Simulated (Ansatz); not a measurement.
Set up this calculation in Ansatz 0.2.0, as the native input.

```
Task                : single point
Functional          : PBE
Potentials or basis : all-electron LAPW, scalar-relativistic
Cutoff              : 270 eV (chosen from the basis error)
Basis error allowed : 0.001 eV/atom
k mesh              : 12 × 12 × 12
Occupations         : gaussian, width 0.027 eV
Spin                : no spin polarisation
```

The system is Pt.

```xyz
1
Lattice="0.0000 1.9609 1.9609 1.9609 0.0000 1.9609 1.9609 1.9609 0.0000" Properties=species:S:1:pos:R:3 pbc="T T T"
Pt    0.0000    0.0000    0.0000
```

One way to write it, as run:

input.yaml

```yaml
crystal:
  lattice:
    - [0.0, 1.9609, 1.9609]
    - [1.9609, 0.0, 1.9609]
    - [1.9609, 1.9609, 0.0]
  atoms:
    - { symbol: Pt, position: [0.0, 0.0, 0.0] }
kpoints:
  mp_grid: { grid: [12, 12, 12] }
scf:
  occupations: { method: gaussian, width: 0.027 }
hamiltonian:
  xc: pbe
  pseudopotentials: { kind: all_electron, lapw: { basis_error: 0.001 } }
output:
  forces: true
  stress: true
  eigenvalues: true
```

Potentials or basis: all-electron LAPW, scalar-relativistic.

Command:

```sh
$ ansatz run input.yaml --threads 1 --pin off --max-ram 3072MiB --backend cpu --events-out ev --progress --plain --runs-dir out
```

Results of the run:

| Property | Result |
| --- | --- |
| Pressure | 10.2 GPa |
| Band gap on the k mesh | none (metal or under the smearing width) |

Run time: 9.6 s on 1 thread of Arm Neoverse V1 (shared host), peak memory 0.29 GiB.
